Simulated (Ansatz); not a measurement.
# In2O3 (R-3c): a many-body input that goes wrong, and its mend

Aim: the G0W0 gap of In2O3 (R-3c). The first input has a fault.

Calculated with Ansatz 0.2.0; G0W0 on PBE, plane waves, PAW.

### Step 1. The starting structure

Symmetry: R-3c, No. 167, trigonal system. The conventional cell has a = 5.487 Å, b = 5.487 Å, c = 14.510 Å, α = 90.00°, β = 90.00°, γ = 120.00°. In has 6 O at 2.12 to 2.26 Å nearest. Nearest to O lie 4 In at 2.12 to 2.26 Å. Farther neighbours and most contacts between anions are not listed.

The cell and positions come from the Crystallography Open Database and are kept as given unless a step says otherwise. This is not the form that In2O3 usually takes at ambient conditions. The default PAW set here is soft_2. Its files were made with PBE.

### Step 2. First try

input.yaml reads:

```yaml
crystal:
  lattice:
    - [2.7435, 1.5839604635, 4.8366666667]
    - [-2.7435, 1.5839604635, 4.8366666667]
    - [0.0, -3.167920927, 4.8366666667]
  atoms:
    - { symbol: In, position: [0.35731, 0.35731, 0.35731] }
    - { symbol: In, position: [0.14269, 0.14269, 0.14269] }
    - { symbol: In, position: [0.64269, 0.64269, 0.64269] }
    - { symbol: In, position: [0.85731, 0.85731, 0.85731] }
    - { symbol: O, position: [0.548, 0.952, 0.25] }
    - { symbol: O, position: [0.25, 0.548, 0.952] }
    - { symbol: O, position: [0.952, 0.25, 0.548] }
    - { symbol: O, position: [0.452, 0.048, 0.75] }
    - { symbol: O, position: [0.75, 0.452, 0.048] }
    - { symbol: O, position: [0.048, 0.75, 0.452] }
kpoints:
  mp_grid: { grid: [2, 2, 2] }
hamiltonian:
  xc: pbe
scf:
  occupations: { method: fixed }
gw:
  n_empty_bands: 133
  ecut_chi: 60
  qp_bands: [v3, c3]
  qp_kpoints: band_edges
  screening: { model: contour_deformation }
  q_mesh: [3, 3, 3]
```

Run with:

```bash
> ansatz run input.yaml --threads 3 --pin off --max-ram 64512MiB --backend cuda --events-out ev --progress --plain --runs-dir out --devices 1 --max-vram 24GiB  # rebuilt from the run's record
```

Numbers of over 12 decimals in the logs are rounded to 6 here.

Log:

```text
Error: 3 input errors — fix all and re-run
  1. invalid value for `gw.q_mesh`: axis 0: q-mesh dimension 3 must divide 2, the k-mesh dimension that kpoints.mp_grid.grid gives — every k−q must land on a point of the k-mesh
  2. invalid value for `gw.q_mesh`: axis 1: q-mesh dimension 3 must divide 2, the k-mesh dimension that kpoints.mp_grid.grid gives — every k−q must land on a point of the k-mesh
  3. invalid value for `gw.q_mesh`: axis 2: q-mesh dimension 3 must divide 2, the k-mesh dimension that kpoints.mp_grid.grid gives — every k−q must land on a point of the k-mesh
```

Run time: 0.03 s. Hardware: 3 threads of AMD EPYC 7R13 (Zen 3), shared host; peak memory 0.07 GiB.

**Diagnosis.**

The input was rejected at the start.

The program's message: “Error: 3 input errors — fix all and re-run”

The fault: q mesh that doesn't divide the k mesh. Each q must join two points of the k mesh.

### Step 3. A better input

G0W0 replaces the xc potential by the self-energy, built once from these orbitals. Only a window of levels is corrected, while the sums run over the empty bands that the input names.

Changes to input.yaml since step 2:

```diff
@@ -17,3 +17,3 @@
 kpoints:
-  mp_grid: { grid: [2, 2, 2] }
+  mp_grid: { grid: [4, 4, 4] }
 hamiltonian:
@@ -23,4 +23,4 @@
 gw:
-  n_empty_bands: 133
-  ecut_chi: 60
+  n_empty_bands: 185
+  ecut_chi: 75.0
   qp_bands: [v3, c3]
@@ -28,2 +28 @@
   screening: { model: contour_deformation }
-  q_mesh: [3, 3, 3]
```

Log:

```text
GPUs: using 1 of 1 available (devices: 1).
[...]
device memory: the entry about to start is reckoned to put 2.9 GiB on a device that reports 74.9 GiB free (of which the cap on the GPU budget leaves the run 24.0 GiB)
GPU FFT provider: cuFFT
GPU libraries: cuBLAS 13.8.1, cuFFT 12.4.0, cuSOLVER 12.3.2
Crystal: 10 atoms, lattice volume = 126.109 Å³
Basis set: ecut = 420 eV, 2453 PW (Γ)
Bands: 54, of which v1, the nominal top of the filled ones, is band 44 counted from 1 (43 counted from 0)
Symmetry: 12 space group operations
[...]
k-points: 13 of 64
[...]
GPU buffer pool allocated for 64000 grid points (all kernels)
GPU transforms: local potential and band sums: pruned to the plane-wave sphere, on 40×40×40
[...]
SCF iter   1: F=—  HF=-25796.293230 eV  |F-HF|=—  |Δ(HF+E_count)|=         —  Δρ=9.54e-4  dr2=3.77e-4  ethr=1.77e-3  ⟨swp⟩=4.9  Hψ=2472  notcnv=0  defer=99
[...]
1    42      8.6048   -26.9161     4.6939   -21.8703  0.7481     8.2502     8.2529  root
     1    43      8.8252   -26.7090     4.9798   -21.3751  0.7419     8.4683     8.4711  root
     1    44      8.9884   -26.9149     4.9632   -21.6165  0.7431     8.6508     8.6532  root
[...]
6    47     15.5108   -13.6250    -4.3314   -19.2741  0.7751    16.9279    16.8285  root ?
[...]
7    47     15.5383   -12.6534    -4.4210   -18.3800  0.7915    16.9325    16.8440  root ?
[...]
8    47     15.5605   -12.9166    -4.3907   -18.6122  0.7865    16.9548    16.8655  root ?
[...]
10    47     15.5426   -13.2881    -4.3356   -18.9296  0.7806    16.9416    16.8485  root ?
[...]
12    44      8.8059   -26.9404     4.8523   -21.7496  0.7449     8.4649     8.4674  root
    12    45     13.4382   -13.2560    -3.4015   -17.6445  0.7947    14.4500    14.4253  root
    12    46     13.4382   -13.2560    -3.4015   -17.6445  0.7947    14.4500    14.4253  root
    12    47     16.2232   -13.2848    -4.5898   -19.3480  0.7743    17.7407    17.6966  root
[key lines of the parts left out:]
SCF converged after 6 iterations
Free energy (F): -25796.294317 eV
Fermi energy:    8.988424 eV
```

The job ended after 11 s (1 × NVIDIA H100 80GB HBM3 (shared by 3 runs) with 3 threads; peak memory 1.4 GiB; 18 s of CPU time).

This step gave:

| Property | Result |
| --- | --- |
| bands summed | 229 |
| RPA ε∞ on this mesh (eigenvalues) | 5.019, 5.164, 5.164 |
| plane waves in the screening matrix | 175 |
| q-points in the mesh | 64 |
| G0W0 gap on the mesh | 2.241 eV |
| k of the valence top | 0, 0, 0.25 |
| k of the conduction bottom | 0, 0, 0 |
| starting gap on the mesh | 1.309 eV |
| Z at the valence top | 0.7431 |
| Z at the conduction bottom | 0.8219 |
| least direct G0W0 gap on the computed points | 2.251 eV |

The gap on the mesh goes from 1.31 eV to 2.24 eV, a correction of +0.93 eV. Between the two edge states, bare exchange in place of the xc potential would open the gap by 9.04 eV, and correlation takes back 8.11 eV.

### Step 4. Results

```yaml
first_try: refused after 0.03 s
better_run: G0W0 gap on the mesh 2.24 eV (4×4×4 mesh, 185 empty bands, screening to 75 eV)
```

In words: The second run differs in: mesh, empty bands, screening cutoff (eV) and q mesh. Bands and cutoff are finite, so the gap is not at the basis limit. The miss can reach some tenths of an eV and take either sign; the mesh is an error of its own. The many-body steps are scalar-relativistic: spin-orbit coupling is not in them.

[Paths, hosts, dates, memory and timing lines, banners, echoed tables and standing remarks are left out of the program output.]

[Logs are printed without paths, hosts, clocks, repeated set-up lines and the standing remarks that a program may print on its own settings, such as how far it seeks lower states.]

[Runs of the session that timed out or met a known fault of the program may be left out.]

[Cells called generated may have been cut or substituted from an entry of the Crystallography Open Database or the Materials Project.]

[Hosts, paths, dates, database ids (printed as entryN), source tags and the programs' standing remarks are cut or masked in the printed files.]
